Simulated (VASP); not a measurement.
# TiB2: equation of state with LDA

TiB2:

```
CELL_PARAMETERS angstrom
2.99706 0.00000 0.00000
-1.49853 2.59553 0.00000
0.00000 0.00000 3.15882
ATOMIC_POSITIONS crystal
Ti 0.00000 0.00000 0.00000
B 0.66667 0.33333 0.50000
B 0.33333 0.66667 0.50000
```

```json
{
  "Program": "VASP 6.6.1",
  "Task": "equation of state",
  "Functional": "LDA",
  "Potentials or basis": "VASP PAW LDA potentials, release 64 (Ti_sv, B)",
  "Cutoff": "520 eV",
  "k mesh": "8 × 8 × 8",
  "Occupations": "fermi-dirac, width 0.05 eV",
  "Spin": "no spin polarisation"
}
```

- Equilibrium volume: 8.19 Å³/atom
- Bulk modulus at fixed shape and positions: 281 GPa
- Pressure derivative of the bulk modulus: 3.9 (rough: it moves with the points fitted)

Energy against volume, from the lowest point:
| volume (Å³/atom) | energy (meV/atom) |
| --- | --- |
| 7.863 | 12.44 |
| 8.027 | 3.05 |
| 8.191 | 0.00 |
| 8.355 | 2.70 |
| 8.518 | 10.61 |

All runs of the series together: 48 s on 1 thread of Intel(R) Xeon(R) Platinum 8259CL CPU @ 2.50GHz (Skylake/Cascade Lake), on a shared host.

Caveat: the cell was scaled at fixed shape and fractional positions, which overstates the stiffness of a crystal with free parameters, most of all of layers and chains.
